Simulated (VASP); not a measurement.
A run of VASP 6.6.1 is set up as follows.

File INCAR:

```
SYSTEM = BeTe
PREC = Accurate ; ENCUT = 520
EDIFF = 1E-6 ; ISMEAR = -1
SIGMA = 0.02 ; LREAL = .False.
LASPH = .True. ; NELM = 100
ALGO = Fast ; ISIF = 2
LWAVE = .False. ; LCHARG = .True.
GGA = PE ; LELF = .True.
LVHAR = .True. ; NBANDS = 16
```

KPOINTS

```
Automatic mesh
0
Gamma
  6 6 4
  0 0 0
```

File POSCAR:

```
BeTe
1.0
    3.8635963374      0.0000000000      0.0000000000
   -1.9317981687      3.3459725782      0.0000000000
    0.0000000000      0.0000000000      6.0034039923
Be Te
2 2
Direct
    0.0000000000      0.0000000000      0.0000000000
    0.0000000000      0.0000000000      0.5000000000
    0.3333333333      0.6666666667      0.2500000000
    0.6666666667      0.3333333333      0.7500000000
```

Potentials or basis: VASP PAW PBE potentials, release 64 (Be, Te).

Command:

```bash
$ cat potpaw_PBE.64/Be/POTCAR potpaw_PBE.64/Te/POTCAR > POTCAR
$ mpirun -np 1 vasp_std > vasp.out
```

Problem. Predict the pressure.

Solution. 0.0 GPa.

Problem. Estimate the band gap on the k mesh.

Solution. None (metal or under the smearing width).

Stress tensor (GPa, compression positive):
```
-0.04  0.00  0.00
 0.00 -0.04  0.00
 0.00  0.00  0.10
```

Spin-orbit coupling is left out, which matters for the levels of Te.
